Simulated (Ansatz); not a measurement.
## Au: changing the pressure

The cell as given:

It takes space group Im-3m (No. 229, cubic). The conventional cell has a = 3.315 Å, b = 3.315 Å, c = 3.315 Å, α = 90.00°, β = 90.00°, γ = 90.00°. Around Au (site symmetry m-3m) lie 8 Au at 2.87 Å.

This isn't the form of Au at room conditions, which is fcc.

Kept alike: task relaxation of cell and atoms; functional r2SCAN; k mesh 11 × 11 × 11; occupations fermi-dirac, width 0.05 eV; no spin polarisation. Program: Ansatz, Ansatz PAW, cutoff 500 eV. The mesh is that of the run's cell of 1 atom. No spin-orbit coupling.

```tsv
pressure, P (GPa)	volume (Å³/atom)
0	17.665
2	?
5	17.127
10	16.678
20	15.965
```

The relaxations keep at least the cell's symmetry (Im-3m). For a metal such a mesh leaves the last digits unconverged. Runs of this series that gave no sound value for these columns are left out. The runs follow the start's structure, whether or not it is the stable one at these pressures. All rows use potentials made for PBE.

Question: Fit the rows shown and predict the run at 2 GPa.

Answer: Murnaghan's form V = V0 (1 + B′P/B0)^(-1/B′) through the rows shown has V0 = 17.6652, B0 = 148.2 GPa and B′ = 5.43 (largest miss 0.0007); at P = 2 it gives 17.437 Å³/atom. The run gave: volume 17.437 Å³/atom.
